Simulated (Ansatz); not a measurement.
# Relaxing barium (A15)

Level of theory: Ansatz, DFT, PBE, plane waves (420 eV) with PAW, scalar-relativistic.

k-point mesh 4×4×4, Fermi-Dirac smearing 0.1 eV, no spin polarisation. Cell and atoms relax.

Starting structure:

```yaml
crystal:
  lattice:
    - [7.9370052598, 0.0, 0.0]
    - [0.0, 7.9370052598, 0.0]
    - [0.0, 0.0, 7.9370052598]
  atoms:
    - { symbol: Ba, position: [0.0, 0.0, 0.0] }
    - { symbol: Ba, position: [0.5, 0.5, 0.5] }
    - { symbol: Ba, position: [0.25, 0.0, 0.5] }
    - { symbol: Ba, position: [0.75, 0.0, 0.5] }
    - { symbol: Ba, position: [0.5, 0.25, 0.0] }
    - { symbol: Ba, position: [0.5, 0.75, 0.0] }
    - { symbol: Ba, position: [0.0, 0.5, 0.25] }
    - { symbol: Ba, position: [0.0, 0.5, 0.75] }
hamiltonian:
  xc: pbe
  pseudopotentials:
    kind: paw
    azcp:
      Ba: "pseudopotentials/Ba.paw.azcp"
basis:
  ecutwfc: 420
  fft_grid_basis: typed
kpoints:
  mp_grid: { grid: [4, 4, 4], shift: [0, 0, 0] }
magnetization:
  spin_polarized: false
scf:
  occupations: { method: fermi_dirac, width: 0.1 }
relax:
  max_steps: 60
  f_tol: 0.01
  cell: {}
```

Q: The pressure at the start is 0.3 GPa. By how much does the volume change?

A: From 62.50 to 64.53 Å³ per atom, 3.3 %. The final cell has a = 8.022 Å.

Q: How much energy does the relaxation gain?

A: 1.7 meV per atom.
